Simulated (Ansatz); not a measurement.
Which YAML input does this script hand to the engine? (the Ansatz DFT code, driven from Python)

Script `inas_lapw.py`:
```python
"""InAs with all its electrons on LAPW."""

from collections import Counter
from dataclasses import dataclass

import ansatz as az
import numpy as np
from pymatgen.core import Structure


@dataclass(frozen=True)
class Options:
    functional: str = "pbesol"
    occupations: str = "cold"
    width_ev: float = 0.3
    mixing_beta: float = 0.5


cfg = Options()


def main() -> None:
    lattice = az.Lattice.of(
        (0.0, 2.877304, 2.877304),
        (2.877304, 0.0, 2.877304),
        (2.877304, 2.877304, 0.0),
    )
    sites = [
        ("In", (0.5, 0.5, 0.5)),
        ("As", (0.0, 0.0, 0.0)),
    ]
    cell = az.Crystal(lattice=lattice)
    for symbol, position in sites:
        cell = cell.atom(symbol, position)

    job = (
        cell.calculation()
        .functional(cfg.functional)
        .kpoints(3, shift=0.5)
        .occupations(cfg.occupations, width=cfg.width_ev)
        .mixing("anderson", beta=cfg.mixing_beta)
        .pseudopotentials("all_electron", lapw=True)
        .stress()
    )
    session = job.session()
    planned = session.plan(threads=1)
    out = planned.execute()
    summary = out.report

    n_atoms = len(summary["lattice"]["sites"])
    print("F =", round(summary["free_energy_ev"], 4), "eV for", n_atoms, "atoms")
    print("E(sigma -> 0) =", round(summary["energy_sigma0_ev"], 4), "eV, TS =", round(summary["entropy_ts_ev"], 5), "eV")
    print("closed by", summary["closed_by"], "after", summary["n_iterations"], "iterations")

    # pressure is a third of the trace
    sigma = summary["stress_gpa"]
    voigt = [sigma[0][0], sigma[1][1], sigma[2][2], sigma[1][2], sigma[0][2], sigma[0][1]]
    print("stress xx yy zz yz xz xy (GPa, compression positive):", " ".join(f"{s:.3f}" for s in voigt))
    print("P =", round(10 * float(np.mean(voigt[:3])), 2), "kbar")

    print(len(summary["kpoints_frac"]), "irreducible k-points (fractions, weight)")
    for k, weight in list(zip(summary["kpoints_frac"], summary["kweights"]))[:12]:
        print("  {:8.4f} {:8.4f} {:8.4f}".format(*k), f"{weight:10.6f}")

    final = Structure(out.lattice.cell_ang, [s.symbol for s in out.lattice.sites], [s.position_frac for s in out.lattice.sites])
    # first shell of each atom, within 15 % of its shortest distance
    for index, site in enumerate(final):
        near = final.get_neighbors(site, 4.5)
        edge = 1.15 * min(n.nn_distance for n in near)
        shell = Counter((round(n.nn_distance, 2), n.specie.symbol) for n in near if n.nn_distance < edge)
        print(f"{index:2d} {site.specie.symbol:2s}", ", ".join(f"{count} {symbol} at {d:.2f}" for (d, symbol), count in sorted(shell.items())))

    errors = summary["lapw_basis_errors"]
    print(f"estimated basis error {1000 * errors['total_ev_per_atom']:.3f} meV/atom, target {1000 * errors['basis_error_target_ev_per_atom']:.3f}")
    for sphere in errors["spheres"]:
        print(f"  {sphere['species']:2s} muffin-tin radius {sphere['muffin_tin_radius_ang']:.3f} A, core shells {sphere['core_shells']}")


if __name__ == "__main__":
    main()
```

Running `python inas_lapw.py` prints:
```text
DeckWarning: crystal.symmetry: narrowed to the stabiliser of the k-point mesh — unitary ops 48 → 12; excluded 36 operations that carry a point of the 3×3×3 mesh (shift [0.5, 0.5, 0.5]) off the mesh [...]
F = -221454.5011 eV for 2 atoms
E(sigma -> 0) = -221454.4937 eV, TS = 0.02226 eV
closed by deck_thresholds after 10 iterations
stress xx yy zz yz xz xy (GPa, compression positive): -2.637 -2.637 -2.637 -1.613 -1.613 -1.613
P = -26.37 kbar
6 irreducible k-points (fractions, weight)
    0.1667   0.1667   0.1667   0.074074
    0.1667   0.1667  -0.5000   0.222222
    0.1667   0.1667  -0.1667   0.222222
    0.1667  -0.5000  -0.5000   0.222222
    0.1667  -0.5000  -0.1667   0.222222
   -0.5000  -0.5000  -0.5000   0.037037
 0 In 6 As at 2.88
 1 As 6 In at 2.88
estimated basis error 0.084 meV/atom, target 0.250
  As muffin-tin radius 1.391 A, core shells 3
  In muffin-tin radius 1.486 A, core shells 6
```
(Warnings from the package without file and line, shortened.)

`input.yaml`:
```yaml
crystal:
  lattice:
    - [0.0, 2.877304, 2.877304]
    - [2.877304, 0.0, 2.877304]
    - [2.877304, 2.877304, 0.0]
  atoms:
    - { symbol: In, position: [0.5, 0.5, 0.5] }
    - { symbol: As, position: [0.0, 0.0, 0.0] }
kpoints:
  mp_grid: { grid: [3, 3, 3], shift: [0.5, 0.5, 0.5] }
hamiltonian:
  xc: pbesol
  pseudopotentials: { kind: all_electron, lapw: {} }
scf:
  mixing: { algorithm: anderson, beta: 0.5 }
  occupations: { method: cold, width: 0.3 }
output:
  stress: true
```

Launched from the shell:
```console
$ ansatz run input.yaml --threads 1 --pin off --max-ram 3072MiB --backend cpu --events-out ev --progress --plain --runs-dir out
Warning: crystal.symmetry: narrowed to the stabiliser of the k-point mesh — unitary ops 48 → 12; excluded 36 operations that carry a point of the 3×3×3 mesh (shift [0.5, 0.5, 0.5]) off the mesh (the run samples exactly the mesh kpoints.mp_grid names, as under crystal.symmetry.detect: false, and its converged state has the mesh's symmetry, not the crystal's; ε∞, the Born charges and the force [...]
LAPW: plane waves up to 8.243 Å⁻¹, error target 2.5e-4 eV per atom; small_component_spin mean_spin; As in spheres of 1.391 Å, 23 of its electrons in bands, Dirac shells []; In in spheres of 1.486 Å, 21 of its electrons in bands, Dirac shells [] (how accurate: hamiltonian.pseudopotentials.lapw.basis_error, Limitations)
Engine: ansatz 0.2.0, aarch64-unknown-linux-gnu
Pseudopotentials: kind: all_electron
Pseudopotential: In, LAPW, valence charge 21, lapw/all_electron/scalar/gaussian/In, Koelling and Harmon's equation, gaussian nucleus
Pseudopotential: As, LAPW, valence charge 23, lapw/all_electron/scalar/gaussian/As, Koelling and Harmon's equation, gaussian nucleus
Functional definition: PBEsol
  exchange = pbesol_x
  correlation = pbesol_c
Crystal: 2 atoms, lattice volume = 47.642 Å³
Basis set: ecut = 258.8878963293568 eV, 459 PW (Γ), exchange–correlation at level 2
Bands: 27, of which v1, the nominal top of the filled ones, is band 22 counted from 1 (21 counted from 0)
Symmetry: 12 space group operations
k-points: 6 of 27
Non-local potential: In, projectors of the file, none
Non-local potential: As, projectors of the file, none
Initial density: superposition of atomic densities (chi_scale 0.1, normalization cell, long waves kept (reshape's long-wave potential 0.00 eV rms))
Initial wavefunctions: plane waves of lowest kinetic energy (no species holds an atomic orbital)
Functional: x = pbesol(κ = 0.804, μ = 0.12345679012345678), c = pbesol(β = 0.046)
iter 1 solved again at ethr=6.37e-4 eV; its pass at ethr=1.00e-1 eV (dr2=2.80e-1 eV) is discarded
SCF iter   1: F=—  HF=-221454.640560 eV  |F-HF|=—  |Δ(HF+E_count)|=         —  Δρ=1.78e-2  dr2=2.80e-1  ethr=6.37e-4  ⟨swp⟩=2.5  Hψ=1034  notcnv=0
preconditioner: auto → Kerker (q_TF=auto, 2.692 Å⁻¹)  [metal: Δε(μ)=0.135 eV  Ē_g=14.892 eV  σ=0.300 eV  W_gap=0.33  n_scr=14 (ndim 8)  ℏωp=22.8 eV  f_vac=0.008  D(μ)=2.02/eV (n_scr^D=14)]
SCF iter   2: F=—  HF=-221454.529838 eV  |F-HF|=—  |Δ(HF+E_count)|=   1.11e-1  S|Δr|=    0.00e0  Δρ=1.08e-2  dr2=1.05e-1  ethr=6.37e-4  ⟨swp⟩=2.0  Hψ=469  notcnv=0  κ⁻¹=1.0e0(r=1)
SCF iter   3: F=—  HF=-221454.508952 eV  |F-HF|=—  |Δ(HF+E_count)|=   2.09e-2  S|Δr|=    0.00e0  Δρ=6.72e-3  dr2=4.45e-2  ethr=2.39e-4  ⟨swp⟩=2.0  Hψ=469  notcnv=0  κ⁻¹=4.9e-2(r=2)
SCF iter   4: F=—  HF=-221454.500908 eV  |F-HF|=—  |Δ(HF+E_count)|=         —  Δρ=2.85e-3  dr2=8.50e-3  ethr=1.01e-4  ⟨swp⟩=2.0  Hψ=469  notcnv=0  κ⁻¹=4.9e-2(r=2)
the basis was enlarged: its passes take 87.2 KiB over the memory plan, 1 of 1 planned eigensolver slots
SCF iter   5: F=—  HF=-221454.500977 eV  |F-HF|=—  |Δ(HF+E_count)|=   6.86e-5  S|Δr|=    0.00e0  Δρ=1.85e-3  dr2=3.60e-3  ethr=1.93e-5  ⟨swp⟩=2.0  Hψ=469  notcnv=0  κ⁻¹=2.8e-3(r=3)
iter 6 solved again at ethr=2.00e-7 eV; its pass at ethr=8.18e-6 eV (dr2=8.82e-5 eV) is discarded
SCF iter   6: F=—  HF=-221454.501040 eV  |F-HF|=—  |Δ(HF+E_count)|=   6.33e-5  S|Δr|=    0.00e0  Δρ=5.17e-4  dr2=8.81e-5  ethr=2.00e-7  ⟨swp⟩=2.0  Hψ=800  notcnv=0  κ⁻¹=1.2e-5(r=4)
SCF iter   7: F=—  HF=-221454.501066 eV  |F-HF|=—  |Δ(HF+E_count)|=   2.58e-5  S|Δr|=    0.00e0  Δρ=1.59e-4  dr2=1.01e-5  ethr=2.00e-7  ⟨swp⟩=2.0  Hψ=469  notcnv=0  κ⁻¹=3.6e-6(r=5)
SCF iter   8: F=—  HF=-221454.501069 eV  |F-HF|=—  |Δ(HF+E_count)|=   3.25e-6  S|Δr|=    0.00e0  Δρ=5.98e-5  dr2=1.72e-6  ethr=2.29e-8  ⟨swp⟩=2.0  Hψ=469  notcnv=0  κ⁻¹=2.5e-6(r=6)
SCF iter   9: F=—  HF=-221454.501069 eV  |F-HF|=—  |Δ(HF+E_count)|=   4.20e-7  S|Δr|=    0.00e0  Δρ=1.91e-5  dr2=2.05e-7  ethr=3.90e-9  ⟨swp⟩=2.3  Hψ=472  notcnv=0  κ⁻¹=4.7e-8(r=7)
SCF iter  10: F=-221454.501070 eV  HF=-221454.501070 eV  |F-HF|=1.30e-8  |Δ(HF+E_count)|=   6.14e-8  S|Δr|=    0.00e0  Δρ=7.19e-6  dr2=3.78e-8  ethr=4.66e-10  ⟨swp⟩=2.2  Hψ=470  notcnv=0
SCF 1 converged in 10 iterations: F = -221454.501070 eV  dr2 = 3.78e-8
SCF converged after 10 iterations
Stability not checked: this state was not tested for a lower state beside it, because cold or Methfessel-Paxton smearing, or corrected tetrahedra, fill the levels in a way that the test cannot read (fill_not_monotonic; see scf.lower_state_search)
Free energy (F): -221454.501070 eV
Harris-Foulkes:  -221454.501070 eV  (|F-HF|=1.30e-8)
Internal energy: -221454.478814 eV  (E = F + TS)
E sigma→0 (E₀):  -221454.493651 eV
Entropy (-TS):   -0.022255 eV (-11.128 meV/atom)
Fermi energy:    11.716914 eV
--- Per-component energies (eV) ---
  E_band       = -1821.370953
  E_kinetic    = 230741.763041
  E_xc         = -6517.390875
  E_electrostatic = -445678.850980  (all electrons and nuclei)
  E_smearing   = -0.022255  (= −TS)
  E_closure    = 0.000000  (closes the sum)
  E_atoms      = -221446.320134  (free atoms, spherical and without spin; not in F)
  Σ components = -221454.501070   (vs F -221454.501070, Δ=0.00e0)
  Basis errors (estimates in eV, not in F): energy 8.4e-5 per atom: plane waves 7.7e-5 (4.2e-5 summed), levels above the bands 7.5e-276, relativity 4.8e-9, radial functions 7.3e-6, core shells 2.1e-8; eigenvalues (radial functions only) 3.5e-7; not estimated: angular momenta, meshes, grids; target (lapw.basis_error) 2.5e-4; muffin-tin radii As 1.391 Å, In 1.486 Å
--- Stress (GPa, compression-positive) ---
       -2.637498      -1.613444      -1.613444
       -1.613444      -2.637498      -1.613444
       -1.613444      -1.613444      -2.637498
  P = ⅓ Tr σ = -2.6375 GPa (-26.375 kbar)
```

Reading the output:
- The settings weren't tested for convergence.
- For a metal this mesh is far too coarse, so the numbers only illustrate the procedure.
- This is a high-temperature or high-pressure form, not the ambient phase.
- This cell is a computed structure, which may not be the phase found in nature.
- The whole script took 5.1 s on 1 thread of Arm Neoverse V1, on a shared host, peak memory 0.35 GiB.
